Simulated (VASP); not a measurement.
The system is TaN.

```
Ta N
1.0
     2.93994    0.00000    0.00000
    -1.46997    2.54606    0.00000
     0.00000    0.00000    2.89018
Ta N
1 1
Direct
  0.00000 0.00000 0.50000
  0.66667 0.33333 0.00000
```

The cell comes from a database or a generator and needn't be the stable form of this composition.

```yaml
Program: VASP 6.6.1
Task: relaxation of cell and atoms
Functional: PBEsol
Potentials_or_basis: VASP PAW PBE potentials, release 64 (Ta_pv, N)
Cutoff: 600 eV
k_mesh: 18 × 18 × 14
Occupations: gaussian, width 0.1 eV
Spin: no spin polarisation
```

At the start: pressure -5.6 GPa; volume 10.82 Å³/atom.

Problem. Where does the relaxation end?

Solution. Over 6 steps the energy falls by 3.0 meV/atom and the volume is 10.65 Å³/atom (-1.6 %); space group P-6m2 (No. 187, to 0.05 Å).

The path:
| step | energy change (eV) | largest force (eV/Å) | pressure (GPa) | volume (Å³) |
| --- | --- | --- | --- | --- |
| 1 | 0.0000 | 0.0000 | -5.56 | 21.63 |
| 2 | 0.0332 | 0.0000 | 15.68 | 20.48 |
| 3 | -0.0060 | 0.0000 | -0.09 | 21.30 |
| 4 | -0.0060 | 0.0000 | 0.02 | 21.30 |
| 5 | -0.0060 | 0.0000 | -0.04 | 21.30 |
| 6 | -0.0060 | 0.0000 | 0.00 | 21.30 |

Final structure:
```cif
data_structure
_symmetry_space_group_name_H-M 'P 1'
_symmetry_Int_Tables_number 1
_cell_length_a 2.9258
_cell_length_b 2.9258
_cell_length_c 2.8729
_cell_angle_alpha 90.000
_cell_angle_beta 90.000
_cell_angle_gamma 120.000
_cell_volume 21.30
loop_
_atom_site_label
_atom_site_type_symbol
_atom_site_fract_x
_atom_site_fract_y
_atom_site_fract_z
_atom_site_occupancy
Ta1 Ta 0.00000 0.00000 0.50000 1
N1 N 0.66667 0.33333 0.00000 1
```

Caveat: the PAW data sets were made with another functional, which shifts forces and pressure a little.
